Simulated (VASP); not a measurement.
W:

```xyz
1
Lattice="-1.5823 1.5823 1.5823 1.5823 -1.5823 1.5823 1.5823 1.5823 -1.5823" Properties=species:S:1:pos:R:3 pbc="T T T"
W     0.0000    0.0000    0.0000
```

| Item | Value |
| --- | --- |
| Program | VASP 6.6.1 |
| Task | relaxation of cell and atoms |
| Functional | AM05 |
| Potentials or basis | VASP PAW PBE potentials, release 64 (W_sv) |
| Cutoff | 600 eV |
| k mesh | 12 × 12 × 12 |
| Occupations | fermi-dirac, width 0.05 eV |
| Spin | no spin polarisation |

At the start: pressure -4.0 GPa; volume 15.85 Å³/atom.

**Question.** Where does the relaxation end?

**Answer.** Over 3 steps the energy falls by 2.5 meV/atom and the volume is 15.65 Å³/atom (-1.2 %); space group Im-3m (No. 229, to 0.05 Å).

The path:
```csv
step,energy change (eV),largest force (eV/Å),pressure (GPa),volume (Å³)
1,0.0000,0.0000,-3.97,15.85
2,0.0299,0.0000,15.73,14.96
3,-0.0025,0.0000,-0.04,15.65
```

Final structure:
```
CELL_PARAMETERS angstrom
-1.57582 1.57582 1.57582
1.57582 -1.57582 1.57582
1.57582 1.57582 -1.57582
ATOMIC_POSITIONS crystal
W 0.00000 0.00000 0.00000
```

Caveat: the PAW data sets were made with another functional, which shifts forces and pressure a little.
